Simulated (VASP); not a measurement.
Here is a VASP 6.6.1 calculation.

Contents of INCAR:

```
PREC = Accurate
ENCUT = 600
EDIFF = 1E-7
ISMEAR = 0
SIGMA = 0.03
LREAL = F
LASPH = T
NELM = 80
ALGO = Normal
ISIF = 3
LWAVE = F
LCHARG = F
METAGGA = R2SCAN
LMIXTAU = T
IBRION = 2
NSW = 90
EDIFFG = -0.005
KPAR = 2
```

Contents of KPOINTS:

```
Automatic mesh
0
Gamma
  4 8 6
```

Contents of POSCAR:

```
GeS                                     
1.0
   10.8184630029      0.0000000000      0.0000000000
    0.0000000000      3.5828333492      0.0000000000
    0.0000000000     -0.0000000000      4.5594805226
  Ge              S             
     4     4
Direct
     0.1281135520013973    0.2500000000000000    0.1364059148119105
     0.3718864479986028    0.7500000000000000    0.6364059148119103
     0.6281135520013974    0.2500000000000000    0.3635940851880896
     0.8718864479986026    0.7500000000000000    0.8635940851880897
     0.8447395919255472    0.2500000000000000    0.5130910832817621
     0.6552604080744528    0.7500000000000000    0.0130910832817619
     0.3447395919255468    0.2500000000000000    0.9869089167182379
     0.1552604080744533    0.7500000000000000    0.4869089167182380
```

Potentials or basis: VASP PAW PBE potentials, release 64 (Ge_d, S).

Launch:

```sh
$ cat potpaw_PBE.64/Ge_d/POTCAR potpaw_PBE.64/S/POTCAR > POTCAR
$ mpirun -np 2 vasp_std > vasp.out
```

Estimate the band gap on the k mesh.

1.35 eV, direct.

Estimate the relaxed volume.

22.05 Å³/atom.

Final structure:
```
Ge S
1.0
    10.81900    0.00000    0.00000
     0.00000    3.58672    0.00000
     0.00000    0.00000    4.54657
Ge S
4 4
Direct
  0.12803 0.25000 0.13637
  0.37197 0.75000 0.63637
  0.62803 0.25000 0.36363
  0.87197 0.75000 0.86363
  0.84469 0.25000 0.51242
  0.65531 0.75000 0.01242
  0.34469 0.25000 0.98758
  0.15531 0.75000 0.48758
```

Caveat: the PAW data sets were made with another functional, which shifts forces and pressure a little. A k mesh can miss the band edges.
